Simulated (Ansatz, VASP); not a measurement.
**Zn: VASP beside Ansatz**

File INCAR:

```
ALGO     = Normal         # electronic algorithm
EDIFF    = 1E-8           # SCF threshold, eV
ENCUT    = 520            # plane-wave cutoff, eV
GGA      = PS             # functional
ISIF     = 2              # what is computed and relaxed
ISMEAR   = -1             # smearing method
LASPH    = T              # aspherical terms in the spheres
LCHARG   = F              # write CHGCAR
LEFG     = T            
LREAL    = F              # projectors in reciprocal space
LWAVE    = F              # write WAVECAR
NBANDS   = 19             # bands
NELM     = 60             # most SCF steps
PREC     = Accurate       # precision mode
SIGMA    = 0.03           # smearing width, eV
```

File KPOINTS:

```
k-points
0
Gamma
  16 16 8
```

Contents of POSCAR:

```
Zn
1.0
    2.6647980532      0.0000000000      0.0000000000
   -1.3323990266      2.3077828100      0.0000000000
    0.0000000000      0.0000000000      5.0456340000
Zn
2
Direct
    0.3333333333      0.6666666667      0.2500000000
    0.6666666667      0.3333333333      0.7500000000
```

Input for Ansatz:

```yaml
crystal:
  lattice:
    - [2.6647980532, 0.0, 0.0]
    - [-1.3323990266, 2.30778281, 0.0]
    - [0.0, 0.0, 5.045634]
  atoms:
    - { symbol: Zn, position: [0.3333333333, 0.6666666667, 0.25] }
    - { symbol: Zn, position: [0.6666666667, 0.3333333333, 0.75] }
kpoints:
  mp_grid: { grid: [16, 16, 8] }
scf:
  occupations: { method: fermi_dirac, width: 0.03 }
hamiltonian:
  xc: pbesol
  pseudopotentials: { kind: all_electron, datasets: crystal }
output:
  forces: true
  stress: true
  eigenvalues: true
  efg: { contact_densities: true }
```

Change from the starting cell: zz strain of +2 %, crystal datasets.

Alike in both runs: task electric field gradients; functional PBEsol; k mesh 16 × 16 × 8; occupations fermi-dirac, width 0.03 eV; no spin polarisation.

|  | VASP | Ansatz |
| --- | --- | --- |
| version | VASP 6.6.1 | Ansatz 0.2.0 |
| potentials or method | VASP PAW PBE potentials, release 64 (Zn) | all-electron PAW with datasets made for the crystal, scalar-relativistic |
| plane-wave cutoff (eV) | 520 | see its input |

Ansatz gave:

- pressure (GPa): -6.2
- largest component of the traceless stress (GPa): 0.34
- Vzz of the field gradient on the site that differs most (V/Å²): 44.6

**Question.** Estimate VASP's values.

**Answer.** Pressure (GPa): -5.9; largest component of the traceless stress (GPa): 0.47; Vzz of the field gradient on the site that differs most (V/Å²): 44.7.

Ansatz ran all-electron here, so the differences hold the error of VASP's frozen core and of both bases.

Caveats: the PAW data sets were made with another functional, which shifts forces and pressure a little (VASP).
